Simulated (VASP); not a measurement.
# AlP (F-43m) in VASP: further runs

The runs below take AlP through single point, with BLYP.

Program: VASP 6.6.1. These are calculated values, not measurements. Logs are shortened: lines on timing, memory, paths and dates and some standing lists are left out, and cuts for length are marked.

**What was measured.**

A printed reference work, data compilation reports, for a bulk crystal of AlP at 4.2 K: band gap 2.505 eV (indirect).

The results are compared with them further down.

## (1) The cell of the first run

It takes space group F-43m (No. 216, cubic). Conventional cell: a = 5.513 Å, b = 5.513 Å, c = 5.513 Å, α = 90.00°, β = 90.00°, γ = 90.00°. Al (site symmetry -43m) has 4 P at 2.39 Å within 3.2 Å. Within 3.2 Å of P (site symmetry -43m) lie 4 Al at 2.39 Å.

## (2) Single point, BLYP

Input file INCAR:

```
SYSTEM = AlP
  PREC = Accurate
  ENCUT = 500
  EDIFF = 1E-6
  ISMEAR = 0
  SIGMA = 0.05
  LREAL = .FALSE.
  LASPH = .TRUE.
  NELM = 120
  ALGO = Normal
  ISIF = 2
  LWAVE = .FALSE.
  LCHARG = .FALSE.
  GGA = B5
  ALDAX = 1.0
  AGGAX = 1.0
  AGGAC = 1.0
  ALDAC = 0.0
  NBANDS = 11
  GGA_COMPAT = .FALSE.
```

Input file KPOINTS:

```
Automatic mesh
0
G
  8 8 8
  0 0 0
```

Input file POSCAR:

```
AlP
1.0
    0.0000000000      2.7564126512      2.7564126512
    2.7564126512      0.0000000000      2.7564126512
    2.7564126512      2.7564126512      0.0000000000
Al P
1 1
Direct
    0.0000000000      0.0000000000      0.0000000000
    0.7500000000      0.7500000000      0.7500000000
```

Potentials or basis: VASP PAW PBE potentials, release 64 (Al, P).

Command:

```bash
> cat potpaw_PBE.64/Al/POTCAR potpaw_PBE.64/P/POTCAR > POTCAR
> mpirun -np 1 vasp_std > vasp.out
```

OUTCAR:

```text
SYSTEM = AlP
   PREC = Accurate
   ENCUT = 500
   EDIFF = 1E-6
   ISMEAR = 0
   LREAL = .FALSE.
   LASPH = .TRUE.
   NELM = 120
   ISIF = 2
   GGA = B5

 ion  position               nearest neighbor table
   1  0.000  0.000  0.000-   2 2.39   2 2.39   2 2.39   2 2.39
   2  0.750  0.750  0.750-   1 2.39   1 2.39   1 2.39   1 2.39

  LATTYP: Found a face centered cubic cell.
 ALAT       =     5.5128253024

  Lattice vectors:

 A1 = (   0.0000000000,   2.7564126512,   2.7564126512)
 A2 = (   2.7564126512,   0.0000000000,   2.7564126512)
 A3 = (   2.7564126512,   2.7564126512,   0.0000000000)

Analysis of symmetry for initial positions (statically):
=====================================================================
 Subroutine PRICEL returns:
 Original cell was already a primitive cell.

 Routine SETGRP: Setting up the symmetry group for a
 face centered cubic supercell.

 Subroutine GETGRP returns: Found 24 space group operations
 (whereof 24 operations were pure point group operations)
 out of a pool of 48 trial point group operations.

The static configuration has the point symmetry T_d .

Analysis of symmetry for dynamics (positions and initial velocities):
=====================================================================
 Subroutine PRICEL returns:
 Original cell was already a primitive cell.

 Routine SETGRP: Setting up the symmetry group for a
 face centered cubic supercell.

 Subroutine GETGRP returns: Found 24 space group operations
 (whereof 24 operations were pure point group operations)
 out of a pool of 48 trial point group operations.

The dynamic configuration has the point symmetry T_d .

 Subroutine INISYM returns: Found 24 space group operations
 (whereof 24 operations are pure point group operations),
 and found     1 'primitive' translations

----------------------------------------------------------------------------------------

                                     Primitive cell

  volume of cell :      41.8854

  direct lattice vectors                    reciprocal lattice vectors
     0.000000000  2.756412651  2.756412651    -0.181395191  0.181395191  0.181395191
     2.756412651  0.000000000  2.756412651     0.181395191 -0.181395191  0.181395191
     2.756412651  2.756412651  0.000000000     0.181395191  0.181395191 -0.181395191

  length of vectors
     3.898156155  3.898156155  3.898156155     0.314185687  0.314185687  0.314185687

  position of ions in fractional coordinates (direct lattice)
     0.000000000  0.000000000  0.000000000
     0.750000000  0.750000000  0.750000000

  ion indices of the primitive-cell ions
[... 79 lines left out ...]
   IBRION =     -1    ionic relax: 0-MD 1-quasi-New 2-CG
   NFREE  =      0    steps in history (QN), initial steepest desc. (CG)
   ISIF   =      2    stress and relaxation
   ISYM   =      2    0-nonsym 1-usesym 2-fastsym
   POTIM  = 0.5000    time-step for ionic-motion
   TEBEG  =    0.0;   TEEND  =   0.0 temperature during run
   PSTRESS=    0.0 pullay stress
   NELECT =       8.0000    total number of electrons
   NUPDOWN=      -1.0000    fix difference up-down
   EMIN   =  10.00;   EMAX   =-10.00  energy-range for DOS
   EFERMI =   0.00;   METHOD = LEGACY
   ISMEAR =     0;   SIGMA  =   0.05  broadening in eV -4-tet -1-fermi 0-gaus
   EFERMI_NEDOS =   21; number of points for ismear=-14 and -15
   IALGO  =     38    algorithm
   IMIX   =      4    mixing-type and parameters
     AMIX     =   0.40;   BMIX     =  1.00
     AMIX_MAG =   1.60;   BMIX_MAG =  1.00
  volume/ion in A,a.u.               =      20.94       141.33
  Fermi-wavevector in a.u.,A,eV,Ry     =   0.942795  1.781624 12.093707  0.888862
  Thomas-Fermi vector in A             =   2.070439
   LORBIT       =      0    0 simple, 1 ext, 2 COOP (PROOUT), +10 PAW based schemes
   GGA     = B5    functional components
   LHFCALC =     F    Hartree Fock is set to
   AEXX    =    0.0000 exact exchange contribution
   IVDW    =     0    specifies the selected vdW correction
   LEPSILON=     F    determine dielectric tensor
   LRPA    =     F    only Hartree local field effects (RPA)
 non-spin polarized calculation
 Gauss-broadening in eV      SIGMA  =   0.05
  energy-cutoff  :      500.00
  volume of cell :       41.89
 maximum number of plane-waves:      1090
   NGX = 15   NGY = 15   NGZ = 15

 number of electron       8.0000001 magnetization

 Free energy of the ion-electron system (eV)
  ---------------------------------------------------
  ext. energy  EPLUGINS =         0.00000000
  ---------------------------------------------------
  free energy    TOTEN  =        -9.13604645 eV

  energy without entropy =       -9.13604645  energy(sigma->0) =       -9.13604645

 E-fermi :   4.9852     XC(G=0):  -8.4775

 val. band max:        4.7233369641   @ k =   0.0000   0.0000   0.0000
 cond. band min:       6.6156833822   @ k =   0.5000   0.5000   0.0000
 fundamental gap:      1.8923464181
 Fermi energy:         4.9851593483

 k-point     1 :       0.0000    0.0000    0.0000
  band No.  band energies     occupation
      1      -6.5651      2.00000
      2       4.7233      2.00000
      3       4.7233      2.00000
      4       4.7233      2.00000
      5       7.8584      0.00000
      6       9.3470      0.00000
      7       9.3470      0.00000
      8       9.3470      0.00000
      9      13.6706      0.00000
     10      13.6706      0.00000
     11      15.0051      0.00000
[... 309 lines left out ...]
 k-point    24 :      -0.3750    0.2500    0.1250
  band No.  band energies     occupation
      1      -4.6967      2.00000
      2      -0.2671      2.00000
      3       2.2613      2.00000
      4       3.3277      2.00000
      5       8.7744      0.00000
      6       9.3694      0.00000
      7      11.6138      0.00000
      8      12.4653      0.00000
      9      13.7085      0.00000
     10      16.2296      0.00000
     11      17.3587      0.00000

 [... further k-points ...]
[... 5 lines left out ...]
  --------------------------------------------------------------------------------------
  -------------------------------------------------------------------------------------
  Total        0.5748897      0.5748897      0.5748897      0.0000000      0.0000000      0.0000000
  in kB       21.9903619     21.9903619     21.9903619      0.0000000      0.0000000      0.0000000
  external PRESSURE =      21.9903619 kB  Pullay stress =       0.0000000 kB

 VOLUME and BASIS-vectors are now :
 -----------------------------------------------------------------------------
  energy-cutoff  :      500.00
  volume of cell :       41.89
      direct lattice vectors                 reciprocal lattice vectors
     0.000000000  2.756412651  2.756412651    -0.181395191  0.181395191  0.181395191
     2.756412651  0.000000000  2.756412651     0.181395191 -0.181395191  0.181395191
     2.756412651  2.756412651  0.000000000     0.181395191  0.181395191 -0.181395191

 POSITION                                       TOTAL-FORCE (eV/Angst)
 -----------------------------------------------------------------------------------
      0.00000      0.00000      0.00000        -0.000000     -0.000000     -0.000000
      4.13462      4.13462      4.13462         0.000000      0.000000      0.000000
 -----------------------------------------------------------------------------------
    total drift:                                0.000000      0.000000      0.000000

  FREE ENERGIE OF THE ION-ELECTRON SYSTEM (eV)
  ---------------------------------------------------
  free  energy   TOTEN  =        -9.1360464463 eV

  energy  without entropy=       -9.1360464463  energy(sigma->0) =       -9.13604645
```

It took 24 s on 1 thread of Intel Xeon Platinum 8488C (Sapphire Rapids), shared host; peak memory 0.15 GiB.

What came out:

```yaml
Free_energy: -9.1360 eV
Pressure: 2.2 GPa
Band_gap_on_the_k_mesh: 1.89 eV, indirect (least direct gap 3.14 eV)
```

Caveat: the PAW data sets were made with another functional, which shifts forces and pressure a little.

(Continued in part 2 of 2.)
